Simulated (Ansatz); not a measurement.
Calculated field gradients at the nuclei for Si₃N₄ at a changed volume

The cell is a COD entry, relaxed with PBE at fixed cell and then changed (volume scaled by 0.94, ions relaxed).

Space group I-43d (No. 220); a = 6.3425 Å.

| site | Wyckoff | site symmetry | x | y | z |
| --- | --- | --- | --- | --- | --- |
| Si | 12b | -4.. | 0.3750 | 0.5000 | 0.7500 |
| N | 16c | .3. | 0.2780 | 0.2780 | 0.2780 |

One atom of each set is listed; the run and its k-mesh use a cell of 14 atoms with edges of 5.49, 5.49, 5.49 Å.

Method: Kohn–Sham DFT in Ansatz, PBE, plane waves and PAW, scalar-relativistic, 420 eV cutoff, Γ-centred 6×6×6 k-points, Fermi–Dirac smearing 0.02 eV.

V_zz is the principal component of the electric field gradient with the largest magnitude, η = (V_xx − V_yy)/V_zz and C_Q = eQV_zz/h. ν_Q = 3|C_Q|/[2I(2I − 1)].

14N: I = 1, Q = 20.44 mb. Q values from Pyykkö, Mol. Phys. 116, 1328 (2018).

```json
{"site": "N", "atoms": "8", "first shell": "3 Si at 1.72 Å", "C_Q (MHz)": "-2.59", "η": "0.00", "ν_Q (MHz)": "3.88"}
```

An axis of threefold or higher order runs through N, so V_zz lies along it and η is zero.

Si has no stable isotope with a ground-state quadrupole moment in the table, so these sites are left out.

At this changed cell the PBE pressure is 20 GPa.

The relaxation (4 steps) took 8.4 s of wall time (30 s of CPU time) and 0.49 GiB at its peak, on 4 threads of Arm Neoverse V1 (aarch64; 8 cores open to the job, memory cap 8.0 GiB, no GPU), a shared host with a load of 0.5 a core.
